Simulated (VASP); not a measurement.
# AgBr (Fm-3m) in VASP: notebook

One crystal, AgBr, is run at these levels: PBE0, PBE-EpsX; tasks: band structure.

Program: VASP 6.6.1. These are calculated values, not measurements. Logs are shortened: lines on timing, memory, paths and dates and some standing lists are left out, and cuts for length are marked.

**1. The crystal as given**

Symmetry: Fm-3m, No. 225, cubic system. Conventional cell: a = 5.673 Å, b = 5.673 Å, c = 5.673 Å, α = 90.00°, β = 90.00°, γ = 90.00°. Ag (site symmetry m-3m) has 6 Br at 2.84 Å as nearest neighbours. Br (site symmetry m-3m) has 6 Ag at 2.84 Å as nearest neighbours.

**2. Band structure, PBE0**

Contents of POSCAR:

```
AgBr                                    
1.0
    0.0000000000      2.8363309785      2.8363309785
    2.8363309785      0.0000000000      2.8363309785
    2.8363309785      2.8363309785      0.0000000000
  Ag              Br            
     1     1
Direct
     1.0000000000000000    0.0000000000000000    1.0000000000000000
     0.5000000000000000    0.5000000000000000    0.5000000000000000
```

Contents of INCAR.step1:

```
PREC = Accurate ; ENCUT = 520
EDIFF = 1E-5 ; ISMEAR = 0
SIGMA = 0.03 ; LREAL = F
LASPH = T ; NELM = 80
ALGO = Normal ; ISIF = 2
LWAVE = T ; LCHARG = F
LMAXMIX = 4 ; KPAR = 4
GGA = PE
```

Contents of INCAR.step2:

```
PREC = Accurate ; ENCUT = 520
EDIFF = 1E-6 ; ISMEAR = 0
SIGMA = 0.03 ; LREAL = F
LASPH = T ; NELM = 80
ALGO = Normal ; ISIF = 2
LWAVE = F ; LCHARG = F
LMAXMIX = 4 ; GGA = PE
LHFCALC = T ; AEXX = 0.25
PRECFOCK = Fast ; HFRCUT = -1
KPAR = 4 ; ISTART = 1
```

Contents of KPOINTS:

```
regular mesh
0
Gamma
  6 6 6
```

Contents of KPOINTS_OPT:

```
explicit points
6
Reciprocal
 0.0000000000  0.0000000000  0.0000000000 1
 0.3750000000  0.3750000000  0.7500000000 1
 0.5000000000  0.5000000000  0.5000000000 1
 0.6250000000  0.2500000000  0.6250000000 1
 0.5000000000  0.2500000000  0.7500000000 1
 0.5000000000  0.0000000000  0.5000000000 1
```

Potentials or basis: VASP PAW PBE potentials, release 64 (Ag, Br).

Command:

```
$ cat potpaw_PBE.64/Ag/POTCAR potpaw_PBE.64/Br/POTCAR > POTCAR
$ cp INCAR.step1 INCAR
$ mpirun -np 4 vasp_std > vasp.out
$ cp INCAR.step2 INCAR
$ mpirun -np 4 vasp_std > vasp.out
```

OUTCAR:

```text
PREC = Accurate
   ENCUT = 520
   EDIFF = 1E-6
   ISMEAR = 0
   LREAL = F
   LASPH = T
   NELM = 80
   ISIF = 2
   GGA = PE
   LHFCALC = T
   AEXX = 0.25
   PRECFOCK = Fast
   ISTART = 1

 ion  position               nearest neighbor table
   1  0.000  0.000  0.000-   2 2.84   2 2.84   2 2.84   2 2.84   2 2.84   2 2.84
   2  0.500  0.500  0.500-   1 2.84   1 2.84   1 2.84   1 2.84   1 2.84   1 2.84

  LATTYP: Found a face centered cubic cell.
 ALAT       =     5.6726619570

  Lattice vectors:

 A1 = (   0.0000000000,   2.8363309785,   2.8363309785)
 A2 = (   2.8363309785,   0.0000000000,   2.8363309785)
 A3 = (   2.8363309785,   2.8363309785,   0.0000000000)

Analysis of symmetry for initial positions (statically):
=====================================================================
 Subroutine PRICEL returns:
 Original cell was already a primitive cell.

 Routine SETGRP: Setting up the symmetry group for a
 face centered cubic supercell.

 Subroutine GETGRP returns: Found 48 space group operations
 (whereof 48 operations were pure point group operations)
 out of a pool of 48 trial point group operations.

The static configuration has the point symmetry O_h .

Analysis of symmetry for dynamics (positions and initial velocities):
=====================================================================
 Subroutine PRICEL returns:
 Original cell was already a primitive cell.

 Routine SETGRP: Setting up the symmetry group for a
 face centered cubic supercell.

 Subroutine GETGRP returns: Found 48 space group operations
 (whereof 48 operations were pure point group operations)
 out of a pool of 48 trial point group operations.

The dynamic configuration has the point symmetry O_h .

 Subroutine INISYM returns: Found 48 space group operations
 (whereof 48 operations are pure point group operations),
 and found     1 'primitive' translations

----------------------------------------------------------------------------------------

                                     Primitive cell

  volume of cell :      45.6353

  direct lattice vectors                    reciprocal lattice vectors
     0.000000000  2.836330978  2.836330978    -0.176284081  0.176284081  0.176284081
     2.836330978  0.000000000  2.836330978     0.176284081 -0.176284081  0.176284081
     2.836330978  2.836330978  0.000000000     0.176284081  0.176284081 -0.176284081

  length of vectors
     4.011177737  4.011177737  4.011177737     0.305332985  0.305332985  0.305332985

  position of ions in fractional coordinates (direct lattice)
     0.000000000  0.000000000  0.000000000
     0.500000000  0.500000000  0.500000000

  ion indices of the primitive-cell ions
   primitive index   ion index
                 1           1
                 2           2

----------------------------------------------------------------------------------------

 KPOINTS: regular mesh

Automatic generation of k-mesh.
 Grid dimensions read from file:
 generate k-points for:    6    6    6

 Generating k-lattice:

  Cartesian coordinates                     Fractional coordinates (reciprocal lattice)
    -0.029380680  0.029380680  0.029380680     0.166666667  0.000000000  0.000000000
     0.029380680 -0.029380680  0.029380680     0.000000000  0.166666667  0.000000000
     0.029380680  0.029380680 -0.029380680     0.000000000  0.000000000  0.166666667

  Length of vectors
     0.050888831  0.050888831  0.050888831

  Shift w.r.t. Gamma in fractional coordinates (k-lattice)
     0.000000000  0.000000000  0.000000000

 Subroutine IBZKPT returns following result:
 ===========================================

 Found     16 irreducible k-points:

 Following reciprocal coordinates:
            Coordinates               Weight
  0.000000  0.000000  0.000000      1.000000
  0.166667  0.000000  0.000000      8.000000
  0.333333  0.000000  0.000000      8.000000
  0.500000  0.000000  0.000000      4.000000
  0.166667  0.166667  0.000000      6.000000
  0.333333  0.166667  0.000000     24.000000
[... 8 lines left out ...]
 -0.333333  0.333333  0.166667     24.000000
 -0.333333  0.500000  0.166667     12.000000
   k-points           NKPTS =     16   k-points in BZ     NKDIM =    216   number of bands    NBANDS=     13
   number of dos      NEDOS =    301   number of ions     NIONS =      2
   total plane-waves  NPLWV =  27000
   dimension x,y,z NGX =    30 NGY =   30 NGZ =   30
   dimension x,y,z NGXF=    60 NGYF=   60 NGZF=   60
   ions per type =               1   1
   NGX,Y,Z   is equivalent  to a cutoff of  12.43, 12.43, 12.43 a.u.
   NGXF,Y,Z  is equivalent  to a cutoff of  24.87, 24.87, 24.87 a.u.
 SYSTEM =  unknown system
   PREC   = accura    normal or accurate (medium, high low for compatibility)
   ISTART =      1    job   : 0-new  1-cont  2-samecut
   ICHARG =      0    charge: 1-file 2-atom 10-const
   ISPIN  =      1    spin polarized calculation?
   LNONCOLLINEAR =      F non collinear calculations
   LSORBIT =      F    spin-orbit coupling
   LASPH  =      T    aspherical Exc in radial PAW
   ENCUT  =  520.0 eV  38.22 Ry    6.18 a.u.   7.46  7.46  7.46*2*pi/ulx,y,z
   NELM   =     80;   NELMIN=  2; NELMDL=  0     # of ELM steps
   EDIFF  = 0.1E-05   stopping-criterion for ELM
   LREAL  =      F    real-space projection
   EDIFFG = 0.1E-04   stopping-criterion for IOM
   NSW    =      0    number of steps for IOM
   IBRION =     -1    ionic relax: 0-MD 1-quasi-New 2-CG
   NFREE  =      0    steps in history (QN), initial steepest desc. (CG)
   ISIF   =      2    stress and relaxation
   ISYM   =      3    0-nonsym 1-usesym 2-fastsym
   POTIM  = 0.5000    time-step for ionic-motion
   TEBEG  =    0.0;   TEEND  =   0.0 temperature during run
   PSTRESS=    0.0 pullay stress
   NELECT =      18.0000    total number of electrons
   NUPDOWN=      -1.0000    fix difference up-down
   EMIN   =  10.00;   EMAX   =-10.00  energy-range for DOS
   EFERMI =   0.00;   METHOD = LEGACY
   ISMEAR =     0;   SIGMA  =   0.03  broadening in eV -4-tet -1-fermi 0-gaus
   EFERMI_NEDOS =   21; number of points for ismear=-14 and -15
   IALGO  =     38    algorithm
   IMIX   =      1    mixing-type and parameters
     AMIX     =   0.40;   BMIX     =  1.00
     AMIX_MAG =   1.60;   BMIX_MAG =  1.00
  volume/ion in A,a.u.               =      22.82       153.98
  Fermi-wavevector in a.u.,A,eV,Ry     =   1.200601  2.268807 19.612025  1.441443
  Thomas-Fermi vector in A             =   2.336433
   LORBIT       =      0    0 simple, 1 ext, 2 COOP (PROOUT), +10 PAW based schemes
   GGA     = PE    functional components
   LHFCALC =     T    Hartree Fock is set to
   PRECFOCK=fast      Normal, Fast or Accurate (Low or Medium for compatibility)
   ENCUT4O =  -1.0   cutoff for four orbital integrals eV
   NKREDX  =     1    reduce k-point grid by
   NKREDY  =     1    reduce k-point grid by
   NKREDZ  =     1    reduce k-point grid by
   AEXX    =    0.2500 exact exchange contribution
   HFSCREEN=    0.0000 screening length (either q_TF or 0.3 A-1)
   HFSCREENC=   0.0000 screening length for correlation (either q_TF or 0.3 A-1)
   ENCUTFOCK=  -1.0 apply spherical cutoff to Coloumb kernel
   IVDW    =     0    specifies the selected vdW correction
   LEPSILON=     F    determine dielectric tensor
   LRPA    =     F    only Hartree local field effects (RPA)
 non-spin polarized calculation
 Gauss-broadening in eV      SIGMA  =   0.03
  energy-cutoff  :      520.00
  volume of cell :       45.64
 maximum number of plane-waves:      1247
 NGX is ok and might be reduce to    30
  NGX = 18; NGY = 18; NGZ = 18

 number of electron      17.9999997 magnetization

 Free energy of the ion-electron system (eV)
  ---------------------------------------------------
  ext. energy  EPLUGINS =         0.00000000
  ---------------------------------------------------
  free energy    TOTEN  =        -6.60117584 eV

  energy without entropy =       -6.60117584  energy(sigma->0) =       -6.60117584

 E-fermi :   3.0000     XC(G=0):  -7.9042

 val. band max:        2.7895305899   @ k =   0.5000   0.0000   0.0000
 cond. band min:       5.4496369085   @ k =   0.0000   0.0000   0.0000
 fundamental gap:      2.6601063187
 Fermi energy:         3.0000133272

 k-point     1 :       0.0000    0.0000    0.0000
  band No.  band energies     occupation
      1     -13.6413      2.00000
      2      -0.7746      2.00000
      3      -0.7746      2.00000
      4      -0.7374      2.00000
      5      -0.7374      2.00000
      6      -0.7374      2.00000
      7       0.7966      2.00000
      8       0.7966      2.00000
      9       0.7966      2.00000
     10       5.4496      0.00000
     11      14.8298      0.00000
     12      14.8298      0.00000
     13      14.8298      0.00000

 k-point     2 :       0.1667    0.0000    0.0000
  band No.  band energies     occupation
      1     -13.5130      2.00000
      2      -1.2939      2.00000
      3      -1.2939      2.00000
      4      -1.1973      2.00000
      5      -0.6590      2.00000
      6      -0.6590      2.00000
      7       0.1415      2.00000
      8       1.4546      2.00000
      9       1.4546      2.00000
     10       6.8037      0.00000
     11      12.9151      0.00000
     12      14.1604      0.00000
     13      14.1604      0.00000

 k-point     3 :       0.3333    0.0000    0.0000
  band No.  band energies     occupation
      1     -13.2361      2.00000
      2      -2.4918      2.00000
      3      -1.9108      2.00000
      4      -1.9108      2.00000
      5      -0.4894      2.00000
      6      -0.4894      2.00000
      7       0.0394      2.00000
      8       2.3802      2.00000
      9       2.3802      2.00000
     10       8.2686      0.00000
     11      11.8695      0.00000
     12      12.3748      0.00000
     13      12.3748      0.00000
[... 177 lines left out ...]
 k-point    15 :      -0.3333    0.3333    0.1667
  band No.  band energies     occupation
      1     -13.0316      2.00000
      2      -2.3401      2.00000
      3      -1.8697      2.00000
      4      -1.8439      2.00000
      5      -0.4469      2.00000
      6      -0.3710      2.00000
      7       0.0213      2.00000
      8       0.7376      2.00000
      9       1.6288      2.00000
     10       9.1356      0.00000
     11      10.7735      0.00000
     12      12.7784      0.00000
     13      13.2439      0.00000

 k-point    16 :      -0.3333    0.5000    0.1667
  band No.  band energies     occupation
      1     -13.0242      2.00000
      2      -1.8388      2.00000
      3      -1.8372      2.00000
      4      -1.4506      2.00000
      5      -0.2869      2.00000
      6      -0.2752      2.00000
      7      -0.1170      2.00000
      8      -0.0317      2.00000
      9       0.8853      2.00000
     10       7.9410      0.00000
     11      12.0136      0.00000
     12      13.2990      0.00000
     13      13.3737      0.00000

------------------------ aborting loop because EDIFF is reached ----------------------------------------

  FORCE on cell =-STRESS in cart. coord.  units (eV):
  Direction    XX          YY          ZZ          XY          YZ          ZX
  --------------------------------------------------------------------------------------
  -------------------------------------------------------------------------------------
  Total        1.0760401      1.0760401      1.0760401      0.0000000      0.0000000     -0.0000000
  in kB       37.7779423     37.7779423     37.7779423      0.0000000      0.0000000     -0.0000000
  external PRESSURE =      37.7779423 kB  Pullay stress =       0.0000000 kB

 VOLUME and BASIS-vectors are now :
 -----------------------------------------------------------------------------
  energy-cutoff  :      520.00
  volume of cell :       45.64
      direct lattice vectors                 reciprocal lattice vectors
     0.000000000  2.836330978  2.836330978    -0.176284081  0.176284081  0.176284081
     2.836330978  0.000000000  2.836330978     0.176284081 -0.176284081  0.176284081
     2.836330978  2.836330978  0.000000000     0.176284081  0.176284081 -0.176284081

 POSITION                                       TOTAL-FORCE (eV/Angst)
 -----------------------------------------------------------------------------------
      0.00000      0.00000      0.00000        -0.000000     -0.000000      0.000000
      2.83633      2.83633      2.83633         0.000000      0.000000      0.000000
 -----------------------------------------------------------------------------------
    total drift:                                0.000000      0.000000      0.000000

  FREE ENERGIE OF THE ION-ELECTRON SYSTEM (eV)
  ---------------------------------------------------
  free  energy   TOTEN  =        -6.6011758399 eV

  energy  without entropy=       -6.6011758399  energy(sigma->0) =       -6.60117584
```

It took 4 min on 4 MPI ranks of AMD EPYC 9R45 (Zen 5), shared host; peak memory 0.19 GiB.

Results:

```
Free energy             : -6.6012 eV
Pressure                : 3.8 GPa
Band gap on the k mesh  : 2.66 eV, indirect (least direct gap 4.65 eV)
Band gap along the path : 2.66 eV, indirect (least direct gap 4.65 eV)
```

Caveat: the PAW data sets were made with another functional, which shifts forces and pressure a little.

**3. Band structure, PBE-EpsX**

POSCAR is that of step 2.

Contents of INCAR.step1:

```
PREC = Accurate ; ENCUT = 520
EDIFF = 1E-8 ; ISMEAR = 0
SIGMA = 0.03 ; LREAL = F
LASPH = T ; NELM = 80
ALGO = Normal ; ISIF = 2
LWAVE = F ; LCHARG = F
LMAXMIX = 4 ; KPAR = 4
GGA = PE ; LEPSILON = T
```

Contents of KPOINTS.step1:

```
Automatic mesh
0
G
  8 8 8
  0 0 0
```

Contents of INCAR.step2:

```
PREC = Accurate ; ENCUT = 520
EDIFF = 1E-5 ; ISMEAR = 0
SIGMA = 0.03 ; LREAL = F
LASPH = T ; NELM = 80
ALGO = Normal ; ISIF = 2
LWAVE = T ; LCHARG = F
LMAXMIX = 4 ; KPAR = 4
GGA = PE
```

Contents of KPOINTS.step2:

```
regular mesh
0
Gamma
  6 6 6
```

Contents of INCAR.step3:

```
PREC = Accurate ; ENCUT = 520
EDIFF = 1E-6 ; ISMEAR = 0
SIGMA = 0.03 ; LREAL = F
LASPH = T ; NELM = 80
ALGO = Normal ; ISIF = 2
LWAVE = F ; LCHARG = F
LMAXMIX = 4 ; GGA = PE
LHFCALC = T ; AEXX = 0.1599
PRECFOCK = Fast ; HFRCUT = -1
KPAR = 4 ; ISTART = 1
```

Contents of KPOINTS.step3:

```
regular mesh
0
Gamma
  6 6 6
```

KPOINTS_OPT is that of step 2.

Potentials or basis: VASP PAW PBE potentials, release 64 (Ag, Br).

Command:

```
$ cat potpaw_PBE.64/Ag/POTCAR potpaw_PBE.64/Br/POTCAR > POTCAR
$ cp INCAR.step1 INCAR
$ cp KPOINTS.step1 KPOINTS
$ mpirun -np 4 vasp_std > vasp.out
$ cp INCAR.step2 INCAR
$ cp KPOINTS.step2 KPOINTS
$ mpirun -np 4 vasp_std > vasp.out
$ cp INCAR.step3 INCAR
$ cp KPOINTS.step3 KPOINTS
$ mpirun -np 4 vasp_std > vasp.out
```

Run time: 4.6 min. Hardware: 4 MPI ranks of AMD EPYC 9R45 (Zen 5), shared host; peak memory 0.24 GiB.

It converged, with:

```
Free energy             : -5.9873 eV
Pressure                : 3.9 GPa
Band gap on the k mesh  : 1.92 eV, indirect (least direct gap 3.94 eV)
Band gap along the path : 1.92 eV, indirect (least direct gap 3.94 eV)
```

Levels at points of the mesh, in eV from the valence-band top:
```csv
k point,band 6,band 7,band 8,band 9,band 10,band 11,band 12,band 13
"(0.00, 0.00, 0.00)",-3.32,-2.02,-2.02,-2.02,1.92,11.26,11.26,11.26
"(0.50, 0.00, 0.00)",-2.99,-2.53,0.00,0.00,4.83,8.05,8.05,8.45
"(0.50, 0.50, 0.00)",-3.04,-2.87,-2.87,-2.75,2.86,8.21,10.68,12.82
```

Caveat: the PAW data sets were made with another functional, which shifts forces and pressure a little.
